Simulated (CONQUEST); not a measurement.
# As under changes of volume

One of the cells (19.764 Å³/atom); the others are scaled copies at fixed shape and fractional positions:

```
As
1.0
     2.70368    0.00000    0.00000
     0.00000    2.70368    0.00000
     0.00000    0.00000    2.70368
As
1
Direct
  0.50000 0.50000 0.50000
```

This isn't the form of As at room conditions, which is rhombohedral.

| Item | Value |
| --- | --- |
| Program | CONQUEST 1.3 |
| Functional | PBEsol |
| Potentials or basis | PseudoDojo NC PBEsol, DZP, grid of 32 × 32 × 32 points |
| k mesh | 10 × 10 × 10 |
| Occupations | fermi-dirac, width 0.05 eV |
| Spin | no spin polarisation |

```csv
volume (Å³/atom),energy over the lowest point (meV/atom),pressure (GPa)
18.578,24.91,6.8
18.973,11.17,4.3
19.368,?,?
19.764,0.00,-0.2
20.159,2.42,-1.6
20.554,7.80,-3.1
20.949,17.76,-4.7
```

**Question.** What does the run at 19.368 Å³/atom give?

**Answer.** Energy over the lowest point 2.99 meV/atom; pressure 2.4 GPa.

Worked out: A Birch-Murnaghan fit of order 3 (a polynomial in V^(-2/3)) to the other rows has its minimum at 19.80 Å³/atom with B0 = V·E''(V) = 93 GPa and B' = 4.6. It gives 3.08 meV/atom at 19.368 Å³/atom, against the run's 2.99, and -dE/dV = 2.2 GPa, against 2.4.

Energies are extrapolated to zero smearing.

Caveats: the basis of atomic orbitals isn't converged, which shifts pressures, moduli and gaps.
